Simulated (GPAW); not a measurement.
# Ta (Im-3m) in GPAW: reference runs

Aim: a first look at Ta with PBEsol, on the cell as given and on a disturbed one.

All numbers are computed with GPAW 26.7.0; they aren't measurements. Logs are shortened: lines on timing, memory, paths and dates and some standing lists are left out, and cuts for length are marked. The log counts tension as positive stress, the text compression.

### Step 1. The structure

Symmetry: Im-3m, No. 229, cubic system. The conventional cell has a = 3.303 Å, b = 3.303 Å, c = 3.303 Å, α = 90.00°, β = 90.00°, γ = 90.00°. Ta (site symmetry m-3m) is surrounded by 8 Ta at 2.86 Å.

### Step 2. Single point, PBEsol

Contents of run.py:

```python
from ase import Atoms
from ase.dft.bandgap import bandgap
from ase.io import write
from ase.units import Bohr, GPa
from gpaw import GPAW, PW, setup_paths
from gpaw.elf import elf_from_dft_calculation

setup_paths.insert(0, '.')

atoms = Atoms(['Ta'],
              cell=[[-1.65128, 1.65128, 1.65128],
                    [1.65128, -1.65128, 1.65128],
                    [1.65128, 1.65128, -1.65128]],
              scaled_positions=[[0.0, 0.0, 0.0]],
              pbc=True)

calc = GPAW(mode=PW(600),
            xc='PBEsol',
            kpts={'size': (11, 11, 11), 'gamma': True},
            occupations={'name': 'fermi-dirac', 'width': 0.05},
            nbands=15,
            convergence={'density': 1e-05, 'energy': 1e-05},
            maxiter=150,
            txt='gpaw.txt')
atoms.calc = calc
energy = atoms.get_potential_energy()
forces = atoms.get_forces()
stress = atoms.get_stress()
calc.write('gs.gpw')
write('result.traj', atoms)
print(f'Energy: {energy:.6f} eV')
print('Forces (eV/A):')
print(forces.round(4))
print('Stress (GPa):', (stress / GPa).round(3))
print('Fermi level:', round(calc.get_fermi_level(), 4), 'eV')
print(f'Gap: {bandgap(calc)[0]:.4f} eV, direct: {bandgap(calc, direct=True)[0]:.4f} eV')

# fields on the real-space grid
write('density.cube', atoms, data=calc.get_pseudo_density() * Bohr**3)
write('potential.cube', atoms, data=calc.get_electrostatic_potential())
write('elf.cube', atoms, data=elf_from_dft_calculation(calc).data)
```

Potentials or basis: PAW data sets generated in the run's folder for this functional, pw.

Launch:

```sh
$ gpaw-setup -f PBEsol Ta
$ OMP_NUM_THREADS=1 python run.py
```

gpaw.txt:

```text
__  _  _
 | _ |_)|_||  |
 |__||  | ||/\| - 26.7.0

Input parameters:
  mode=PW(ecut=600.0),
  convergence={'density': 1e-05, 'energy': 1e-05},
  kpts=MonkhorstPack(size=(11, 11, 11), gamma=True),
  maxiter=150,
  nbands=15,
  occupations=Occupations(name='fermi-dirac', width=0.05),
  xc=XC(name='PBEsol')

Diagonalizing LCAO Hamiltonian
Converting LCAO to pw mode

       Ta

Atoms  # Å, Bohr magnetons
|   | symbol |        x |        y |        z |    initial magnetic moments |
|---|--------|----------|----------|----------|-----------------------------|
| 0 |     Ta | 0.000000 | 0.000000 | 0.000000 | ( 0.0000,  0.0000,  0.0000) |

Unit cell  # Å
| periodic |         x |         y |         z |  lengths |     angles |
|----------|-----------|-----------|-----------|----------|------------|
|      yes | -1.651280 |  1.651280 |  1.651280 | 2.860101 | 109.471221 |
|      yes |  1.651280 | -1.651280 |  1.651280 | 2.860101 | 109.471221 |
|      yes |  1.651280 |  1.651280 | -1.651280 | 2.860101 | 109.471221 |

Number of symmetries: 48
Symmetry operations  # r_c * U_cc + t_c -> r_c
|    | kind |            matrix            |
|----|------|------------------------------|
|  0 |  σ   |  1, 1, 1,  0, 0,-1,  0,-1, 0 |
|  1 |  C4  |  1, 1, 1,  0, 0,-1, -1, 0, 0 |
|  2 |  C2  |  1, 1, 1,  0,-1, 0,  0, 0,-1 |
|  3 |  S6  |  1, 1, 1,  0,-1, 0, -1, 0, 0 |
|  4 |  S6  |  1, 1, 1, -1, 0, 0,  0, 0,-1 |
|  5 |  C4  |  1, 1, 1, -1, 0, 0,  0,-1, 0 |
|  6 |  E   |  1, 0, 0,  0, 1, 0,  0, 0, 1 |
|  7 |  σ   |  1, 0, 0,  0, 1, 0, -1,-1,-1 |
|  8 |  σ   |  1, 0, 0,  0, 0, 1,  0, 1, 0 |
|  9 |  C3  |  1, 0, 0,  0, 0, 1, -1,-1,-1 |
| 10 |  C3  |  1, 0, 0, -1,-1,-1,  0, 1, 0 |
| 11 |  σ   |  1, 0, 0, -1,-1,-1,  0, 0, 1 |
| 12 |  σ   |  0, 1, 0,  1, 0, 0,  0, 0, 1 |
| 13 |  C2  |  0, 1, 0,  1, 0, 0, -1,-1,-1 |
| 14 |  C3  |  0, 1, 0,  0, 0, 1,  1, 0, 0 |
| 15 |  S4  |  0, 1, 0,  0, 0, 1, -1,-1,-1 |
| 16 |  S4  |  0, 1, 0, -1,-1,-1,  1, 0, 0 |
| 17 |  C3  |  0, 1, 0, -1,-1,-1,  0, 0, 1 |
| 18 |  C3  |  0, 0, 1,  1, 0, 0,  0, 1, 0 |
| 19 |  S4  |  0, 0, 1,  1, 0, 0, -1,-1,-1 |
| 20 |  σ   |  0, 0, 1,  0, 1, 0,  1, 0, 0 |
| 21 |  C3  |  0, 0, 1,  0, 1, 0, -1,-1,-1 |
| 22 |  C2  |  0, 0, 1, -1,-1,-1,  1, 0, 0 |
| 23 |  S4  |  0, 0, 1, -1,-1,-1,  0, 1, 0 |
| 24 |  C4  |  0, 0,-1,  1, 1, 1,  0,-1, 0 |
| 25 |  σ   |  0, 0,-1,  1, 1, 1, -1, 0, 0 |
| 26 |  S6  |  0, 0,-1,  0,-1, 0,  1, 1, 1 |
| 27 |  C2  |  0, 0,-1,  0,-1, 0, -1, 0, 0 |
| 28 |  C4  |  0, 0,-1, -1, 0, 0,  1, 1, 1 |
| 29 |  S6  |  0, 0,-1, -1, 0, 0,  0,-1, 0 |
| 30 |  S6  |  0,-1, 0,  1, 1, 1,  0, 0,-1 |
| 31 |  C4  |  0,-1, 0,  1, 1, 1, -1, 0, 0 |
| 32 |  C4  |  0,-1, 0,  0, 0,-1,  1, 1, 1 |
| 33 |  S6  |  0,-1, 0,  0, 0,-1, -1, 0, 0 |
| 34 |  σ   |  0,-1, 0, -1, 0, 0,  1, 1, 1 |
| 35 |  C2  |  0,-1, 0, -1, 0, 0,  0, 0,-1 |
| 36 |  C2  | -1, 0, 0,  1, 1, 1,  0, 0,-1 |
| 37 |  S6  | -1, 0, 0,  1, 1, 1,  0,-1, 0 |
| 38 |  S6  | -1, 0, 0,  0, 0,-1,  1, 1, 1 |
| 39 |  C2  | -1, 0, 0,  0, 0,-1,  0,-1, 0 |
| 40 |  C2  | -1, 0, 0,  0,-1, 0,  1, 1, 1 |
| 41 |  i   | -1, 0, 0,  0,-1, 0,  0, 0,-1 |
| 42 |  S4  | -1,-1,-1,  1, 0, 0,  0, 1, 0 |
| 43 |  C3  | -1,-1,-1,  1, 0, 0,  0, 0, 1 |
| 44 |  C3  | -1,-1,-1,  0, 1, 0,  1, 0, 0 |
| 45 |  σ   | -1,-1,-1,  0, 1, 0,  0, 0, 1 |
| 46 |  S4  | -1,-1,-1,  0, 0, 1,  1, 0, 0 |
| 47 |  C2  | -1,-1,-1,  0, 0, 1,  0, 1, 0 |

BZ-sampling:
  Number of BZ points: 1331
  Number of IBZ points: 56

  Monkhorst-Pack size: [11, 11, 11]
  Monkhorst-Pack shift: [0, 0, 0]

K-points  # in reciprocal-cell coordinates
|     |                                coordinates |     weight |
|-----|--------------------------------------------|------------|
|   0 | (  0.00000000,   0.00000000,   0.00000000) | 0.00075131 |
|   1 | (  0.09090909,   0.00000000,   0.00000000) | 0.00901578 |
|   2 | (  0.09090909,   0.09090909,  -0.09090909) | 0.00450789 |
|   3 | (  0.18181818,   0.00000000,  -0.09090909) | 0.01803156 |
|   4 | (  0.18181818,   0.00000000,   0.00000000) | 0.00901578 |
|   5 | (  0.18181818,   0.09090909,  -0.09090909) | 0.01803156 |
|   6 | (  0.18181818,   0.18181818,  -0.18181818) | 0.00450789 |
|   7 | (  0.27272727,  -0.09090909,  -0.09090909) | 0.00601052 |
|   8 | (  0.27272727,   0.00000000,  -0.09090909) | 0.03606311 |
|   9 | (  0.27272727,   0.00000000,   0.00000000) | 0.00901578 |
| ... |                                            |            |
|  55 | (  0.45454545,   0.45454545,   0.45454545) | 0.00601052 |

Plane wave coefficients: 615
Cutoff: 600.0 eV

Spin-components: 1 (collinear spins)
Bands:           15
Projectors:      6
Spin-degeneracy: 2
Datatype:        complex128

Parallelization:
  kpt:    1
  domain: 1
  band:   1

Density:
  Valence electrons: 13.0
  Components: 1
  Grid points: [18 18 18]
  Charge: 0.0  # |e|

Potential:
  Grid points: [18 18 18]

species:
  Ta:
    name:    Tantalum
    Z:       73.0
    valence: 13
    core:    60
    charge:  0.0  # [|e|]
    compensation charges:
      type: gauss
      rc: 0.42  # [Å]
      lmax: 2
    cutoffs:
      filter: 2.36  # [Å]
      core: 3.45  # [Å]
    projectors
    | kind |    occ | energy [eV] | rcut [Å] |
    |------|--------|-------------|----------|
    |   5s |  2.000 |     -72.818 |    1.365 |
    |   6s |  2.000 |      -5.457 |    1.365 |
    |   5p |  6.000 |     -39.444 |    1.349 |
    |   6p |  0.000 |      -1.369 |    1.349 |
    |   5d |  3.000 |      -3.632 |    1.307 |
    |    d |        |      23.579 |    1.307 |

    Using partial waves for Ta as LCAO basis

Reference energy: -424046.140309  # eV

eigensolver:
  PPCG
  Converge bands: occupied
  niter=2

density mixing:
  MSR1-Mixer
  Pratt-step length: 0.05
  Maximum mixing coefficient: 0.75
  Old densities: 10
  SVD Regularization: 0.005
  Good broyden scale: 1.0
  Trust region scale: 1.0
  Backstep threshold: 4.0
  History deletion threshold: 6.0
  Fourier metric: weight=20.0, sigma=0.015

occupation numbers:
  Fermi-Dirac:
    width: 0.0500  # eV

poisson solver:
  ecut: 4800.0  # eV

xc functional:
  name: PBEsol with 2 nearest neighbor stencil

convergence criteria:
[... 6 lines left out ...]
|iter     | |      energy | eigst |  dens |
|---------|-|-------------|-------|-------|
|iter:   1| |  -10.747864 | -0.12 |       |
|iter:   2| |  -10.721404 | -3.17 | -1.29 |
|iter:   3| |  -10.592532 | -2.05 | -1.32 |
|iter:   4| |  -10.596517 | -3.57 | -2.02 |
|iter:   5| |  -10.597933 | -4.66 | -2.40 |
|iter:   6| |  -10.597935 | -7.09 | -3.97 |
|iter:   7| |  -10.597935c| -8.10c| -4.28 |
|iter:   8| |  -10.597935c| -9.77c| -5.33c|

Converged in 8 steps
Energy contributions relative to reference atoms: (reference = -424046.140309)

Energy contributions:
  Kinetic:           5.501956
  Coulomb:          -6.123811
  Zero:             -0.266135
  External:          0.000000
  Xc:               -9.705900
  Entropy:          -0.008091
  Spinorbit:         0.000000
  ----------------------------
  Free energy:     -10.601980
  Extrapolated:    -10.597935

dipole moment: (-5.939089, -5.939089, -5.939089)  # |e|*Ang

Fermi level: 11.639
Eigenvalues  # (at kpt = [0.000, 0.000, 0.000])
| band index |      eig [eV] | occ [0-2] |
|------------|---------------|-----------|
|          0 |       -55.277 |     2.000 |
|          1 |       -21.420 |     2.000 |
|          2 |       -21.420 |     2.000 |
|          3 |       -21.420 |     2.000 |
|          4 |         3.773 |     2.000 |
|          5 |        12.371 |     0.000 |
|          6 |        12.371 |     0.000 |
|          7 |        12.371 |     0.000 |
|          8 |        15.609 |     0.000 |
|          9 |        15.609 |     0.000 |
|         10 |        26.525 |     0.000 |
|         11 |        26.525 |     0.000 |
|         12 |        26.525 |     0.000 |
|        ... |               |           |
|         14 |        37.648 |     0.000 |

No gap
No difference between direct/indirect transitions

Forces  # eV/Ang
|        x |       y |       z |
|----------|---------|---------|
| -0.00000 | 0.00000 | 0.00000 |  # Ta   0

Stress tensor  # eV/Ang^3
|         x |        y |         z |
|-----------|----------|-----------|
|  0.025204 | 0.000000 | -0.000000 |
|  0.000000 | 0.025204 |  0.000000 |
| -0.000000 | 0.000000 |  0.025204 |

# Writing to gs.gpw (mode='')
```

Run time: 14 s. Hardware: 1 thread of Arm Neoverse V2, shared host; peak memory 0.14 GiB.

Results:

```
Free energy            : -10.6020 eV
Pressure               : -4.0 GPa
Band gap on the k mesh : none (metal or under the smearing width)
```

Levels at points of the mesh, in eV from the Fermi level:
```
           k point  band 4  band 5  band 6  band 7  band 8  band 9
(0.00, 0.00, 0.00)  -33.06   -7.87    0.73    0.73    0.73    3.97
```

The run has no spin-orbit coupling, so splittings on Ta are missing.

### Step 3. Single point, PBEsol (cell strained at random at fixed volume)

Contents of run.py:

```python
from ase import Atoms
from ase.dft.bandgap import bandgap
from ase.io import write
from ase.units import GPa
from gpaw import GPAW, PW, setup_paths

setup_paths.insert(0, '.')

atoms = Atoms(['Ta'],
              cell=[[-1.620734, 1.654648, 1.62924],
                    [1.697801, -1.62617, 1.677829],
                    [1.622436, 1.627872, -1.600762]],
              scaled_positions=[[0.001911, -0.023575, -0.004103]],
              pbc=True)

calc = GPAW(mode=PW(600),
            xc='PBEsol',
            kpts={'size': (11, 11, 11), 'gamma': True},
            occupations={'name': 'fermi-dirac', 'width': 0.05},
            nbands=15,
            convergence={'density': 1e-05, 'energy': 1e-05},
            maxiter=150,
            txt='gpaw.txt')
atoms.calc = calc
energy = atoms.get_potential_energy()
forces = atoms.get_forces()
stress = atoms.get_stress()
calc.write('gs.gpw')
write('result.traj', atoms)
print(f'Energy: {energy:.6f} eV')
print('Forces (eV/A):')
print(forces.round(4))
print('Stress (GPa):', (stress / GPa).round(3))
print('Fermi level:', round(calc.get_fermi_level(), 4), 'eV')
print(f'Gap: {bandgap(calc)[0]:.4f} eV, direct: {bandgap(calc, direct=True)[0]:.4f} eV')
```

Potentials or basis: PAW data sets generated in the run's folder for this functional, pw.

Launch:

```sh
$ gpaw-setup -f PBEsol Ta
$ OMP_NUM_THREADS=1 python run.py
```

gpaw.txt:

```text
__  _  _
 | _ |_)|_||  |
 |__||  | ||/\| - 26.7.0

Input parameters:
  mode=PW(ecut=600.0),
  convergence={'density': 1e-05, 'energy': 1e-05},
  kpts=MonkhorstPack(size=(11, 11, 11), gamma=True),
  maxiter=150,
  nbands=15,
  occupations=Occupations(name='fermi-dirac', width=0.05),
  xc=XC(name='PBEsol')

Diagonalizing LCAO Hamiltonian
Converting LCAO to pw mode

       Ta

Atoms  # Å, Bohr magnetons
|   | symbol |         x |        y |         z |    initial magnetic moments |
|---|--------|-----------|----------|-----------|-----------------------------|
| 0 |     Ta | -0.049780 | 0.034820 | -0.029873 | ( 0.0000,  0.0000,  0.0000) |

Unit cell  # Å
| periodic |         x |         y |         z |  lengths |     angles |
|----------|-----------|-----------|-----------|----------|------------|
|      yes | -1.620734 |  1.654648 |  1.629240 | 2.831795 | 108.586445 |
|      yes |  1.697801 | -1.626170 |  1.677829 | 2.888264 | 108.708361 |
|      yes |  1.622436 |  1.627872 | -1.600762 | 2.800840 | 109.341343 |

Number of symmetries: 1
Symmetry operations  # r_c * U_cc + t_c -> r_c
|   | kind |            matrix            |
|---|------|------------------------------|
| 0 |  E   |  1, 0, 0,  0, 1, 0,  0, 0, 1 |

BZ-sampling:
  Number of BZ points: 1331
  Number of IBZ points: 666

  Monkhorst-Pack size: [11, 11, 11]
  Monkhorst-Pack shift: [0, 0, 0]

K-points  # in reciprocal-cell coordinates
|     |                                coordinates |     weight |
|-----|--------------------------------------------|------------|
|   0 | (  0.00000000,   0.00000000,   0.00000000) | 0.00075131 |
|   1 | (  0.00000000,   0.00000000,   0.09090909) | 0.00150263 |
|   2 | (  0.00000000,   0.00000000,   0.18181818) | 0.00150263 |
|   3 | (  0.00000000,   0.00000000,   0.27272727) | 0.00150263 |
|   4 | (  0.00000000,   0.00000000,   0.36363636) | 0.00150263 |
|   5 | (  0.00000000,   0.00000000,   0.45454545) | 0.00150263 |
|   6 | (  0.00000000,   0.09090909,  -0.45454545) | 0.00150263 |
|   7 | (  0.00000000,   0.09090909,  -0.36363636) | 0.00150263 |
|   8 | (  0.00000000,   0.09090909,  -0.27272727) | 0.00150263 |
|   9 | (  0.00000000,   0.09090909,  -0.18181818) | 0.00150263 |
| ... |                                            |            |
| 665 | (  0.45454545,   0.45454545,   0.45454545) | 0.00150263 |

Plane wave coefficients: 613
Cutoff: 600.0 eV

Spin-components: 1 (collinear spins)
Bands:           15
Projectors:      6
Spin-degeneracy: 2
Datatype:        complex128

Parallelization:
  kpt:    1
  domain: 1
  band:   1

Density:
  Valence electrons: 13.0
  Components: 1
  Grid points: [16 18 16]
  Charge: 0.0  # |e|

Potential:
  Grid points: [16 18 16]

species:
  Ta:
    name:    Tantalum
    Z:       73.0
    valence: 13
    core:    60
    charge:  0.0  # [|e|]
    compensation charges:
      type: gauss
      rc: 0.42  # [Å]
      lmax: 2
    cutoffs:
      filter: 2.36  # [Å]
      core: 3.45  # [Å]
    projectors
    | kind |    occ | energy [eV] | rcut [Å] |
    |------|--------|-------------|----------|
    |   5s |  2.000 |     -72.818 |    1.365 |
    |   6s |  2.000 |      -5.457 |    1.365 |
    |   5p |  6.000 |     -39.444 |    1.349 |
    |   6p |  0.000 |      -1.369 |    1.349 |
    |   5d |  3.000 |      -3.632 |    1.307 |
    |    d |        |      23.579 |    1.307 |

    Using partial waves for Ta as LCAO basis

Reference energy: -424046.140309  # eV

eigensolver:
  PPCG
  Converge bands: occupied
  niter=2

density mixing:
  MSR1-Mixer
  Pratt-step length: 0.05
  Maximum mixing coefficient: 0.75
  Old densities: 10
  SVD Regularization: 0.005
  Good broyden scale: 1.0
  Trust region scale: 1.0
  Backstep threshold: 4.0
  History deletion threshold: 6.0
  Fourier metric: weight=20.0, sigma=0.015

occupation numbers:
  Fermi-Dirac:
    width: 0.0500  # eV

poisson solver:
  ecut: 4800.0  # eV

xc functional:
  name: PBEsol with 2 nearest neighbor stencil

convergence criteria:
[... 6 lines left out ...]
|iter     | |      energy | eigst |  dens |
|---------|-|-------------|-------|-------|
|iter:   1| |  -10.733180 | -0.12 |       |
|iter:   2| |  -10.706980 | -3.17 | -1.29 |
|iter:   3| |  -10.578208 | -2.06 | -1.32 |
|iter:   4| |  -10.581953 | -3.56 | -2.01 |
|iter:   5| |  -10.583310 | -4.65 | -2.40 |
|iter:   6| |  -10.583314 | -6.75 | -3.76 |
|iter:   7| |  -10.583315c| -8.44c| -4.25 |
|iter:   8| |  -10.583315c| -7.63c| -4.79 |
|iter:   9| |  -10.583315c| -8.87c| -5.75c|

Converged in 9 steps
Energy contributions relative to reference atoms: (reference = -424046.140309)

Energy contributions:
  Kinetic:           5.732894
  Coulomb:          -6.309809
  Zero:             -0.266789
  External:          0.000000
  Xc:               -9.734327
  Entropy:          -0.010568
  Spinorbit:         0.000000
  ----------------------------
  Free energy:     -10.588599
  Extrapolated:    -10.583315

dipole moment: (17.317241, -5.625197, -5.857886)  # |e|*Ang

Fermi level: 11.633
Eigenvalues  # (at kpt = [0.000, 0.000, 0.000])
| band index |      eig [eV] | occ [0-2] |
|------------|---------------|-----------|
|          0 |       -55.277 |     2.000 |
|          1 |       -21.494 |     2.000 |
|          2 |       -21.416 |     2.000 |
|          3 |       -21.340 |     2.000 |
|          4 |         3.775 |     2.000 |
|          5 |        12.002 |     0.001 |
|          6 |        12.238 |     0.000 |
|          7 |        12.801 |     0.000 |
|          8 |        15.606 |     0.000 |
|          9 |        15.721 |     0.000 |
|         10 |        26.031 |     0.000 |
|         11 |        26.624 |     0.000 |
|         12 |        26.960 |     0.000 |
|        ... |               |           |
|         14 |        37.796 |     0.000 |

No gap
No difference between direct/indirect transitions

Forces  # eV/Ang
|       x |       y |       z |
|---------|---------|---------|
| 0.00000 | 0.00000 | 0.00000 |  # Ta   0

Stress tensor  # eV/Ang^3
|        x |        y |        z |
|----------|----------|----------|
| 0.026167 | 0.001456 | 0.026608 |
| 0.001456 | 0.018502 | 0.009289 |
| 0.026608 | 0.009289 | 0.023297 |

# Writing to gs.gpw (mode='')
```

Run time: 86 s. Hardware: 1 thread of Arm Neoverse V2, shared host; peak memory 0.29 GiB.

What came out:

```yaml
Free_energy: -10.5886 eV
Pressure: -3.6 GPa
Band_gap_on_the_k_mesh: none (metal or under the smearing width)
```

The run has no spin-orbit coupling, so splittings on Ta are missing.
